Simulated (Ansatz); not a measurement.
**Ionic part of the dielectric constant of CaO at 4 GPa, mode by mode**

All numbers below come from DFT PBEsol, scalar-relativistic, plane waves, PAW (Ansatz). Cutoff 420 eV, 8×8×8 k-points (Γ-centred), fixed occupations. No spin polarisation. Phonons by linear response, acoustic sum rule imposed.

The structure is cubic, space group Fm-3m (No. 225). The conventional cell has a = 4.716 Å, b = 4.716 Å, c = 4.716 Å, α = 90.00°, β = 90.00°, γ = 90.00°. Ca (site symmetry m-3m) is surrounded by 6 O at 2.36 Å. O (site symmetry m-3m) has 6 Ca at 2.36 Å as nearest neighbours.

The primitive cell has V = 26.22 Å³ and ε∞,zz = 3.874. Each polar mode adds Δε = (4.92064×10⁷/V)·S/ν² along z, with S its oscillator strength in e²/amu, ν in cm⁻¹ and V in Å³.

Q: From these modes, find each Δε and ε0,zz.
```tsv
ν (cm⁻¹)	S_zz (e²/amu)
296.1	0.4922
```

A:
```tsv
ν (cm⁻¹)	Δε
296.1	10.53
```

The sum is 10.531, so ε0,zz = 14.40; the run's tensor has 14.41.

Q: Where do the longitudinal modes lie for a wave vector along z?

A: At 571 cm⁻¹. The Lyddane–Sachs–Teller product Π(ν_LO/ν_TO)² = 3.72 matches ε0/ε∞ = 3.72.

Cost: 1 run of about 0.65 core-minutes, on Arm Neoverse N1 (shared hosts).